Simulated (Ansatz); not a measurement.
# NbN: zone-centre modes under pressure

NbN, Fm-3m, a = 4.357 Å. Ansatz: LDA, PAW, 420 eV, Γ-centred 16×16×16 mesh on 2 atoms, Fermi-Dirac smearing 0.15 eV; no spin polarisation. Cell and atoms are relaxed at each pressure with the symmetry kept; optical modes at Γ by linear response, in cm⁻¹, the highest.

| P (GPa) | V (Å³/atom) | ω1 |
| --- | --- | --- |
| 0 | 10.340 | 421.1 |
| 5 | 10.197 | 438.8 |
| 11 | 10.038 | 458.6 |
| 22 | 9.778 | ? |

Task: Get the mode's Grüneisen parameter γ = −d ln ω/d ln V from the other rows and predict the missing frequency.

Result: ln(V/V0) = 0.0000, -0.0139, -0.0296, -0.0559; a line through ln(ω/ω0) of the 3 known rows gives ω1: γ = 2.881 (intercept 0.0004), predicted 494.9, computed 491.7. The miss is 0.6 %, or 5 % of the shift under pressure, so a constant γ serves at that level. In a metal these frequencies hang on the mesh and smearing.

Cost: 4 runs of about 1 core-minutes in all, on Intel Xeon 6975P-C (Granite Rapids) (shared hosts).